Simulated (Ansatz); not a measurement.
**Mg, bcc: how the functional moves the structure**

All rows: Ansatz, plane waves with scalar-relativistic PAW, 420 eV (500 eV for the SCAN forms), relaxed under each functional, no dispersion correction, no zero-point motion. B₀ comes from uniform scaling at fixed shape; a dash is a value not given.

```json
{"functional": "PBE", "V (Å³/atom)": "22.93", "cell": "a = 3.579 Å", "B₀ (GPa)": "35", "magnetic state": "spin not included", "ΔE to hcp (meV/atom)": "26"}
{"functional": "r²SCAN", "V (Å³/atom)": "22.50", "cell": "a = 3.557 Å", "B₀ (GPa)": "39", "magnetic state": "spin not included", "ΔE to hcp (meV/atom)": "24"}
{"functional": "PBEsol", "V (Å³/atom)": "22.48", "cell": "a = 3.556 Å", "B₀ (GPa)": "37", "magnetic state": "spin not included", "ΔE to hcp (meV/atom)": "26"}
{"functional": "LDA", "V (Å³/atom)": "21.59", "cell": "a = 3.508 Å", "B₀ (GPa)": "39", "magnetic state": "spin not included", "ΔE to hcp (meV/atom)": "28"}
{"functional": "RPBE", "V (Å³/atom)": "23.69", "cell": "a = 3.618 Å", "B₀ (GPa)": "34", "magnetic state": "spin not included", "ΔE to hcp (meV/atom)": "28"}
{"functional": "BLYP", "V (Å³/atom)": "23.50", "cell": "a = 3.609 Å", "B₀ (GPa)": "30", "magnetic state": "spin not included", "ΔE to hcp (meV/atom)": "34"}
```

(1) What does revPBE give?

## Answers

(1) V (Å³/atom): 23.55; cell: a = 3.611 Å; B₀ (GPa): 34; magnetic state: spin not included; ΔE to hcp (meV/atom): 28.
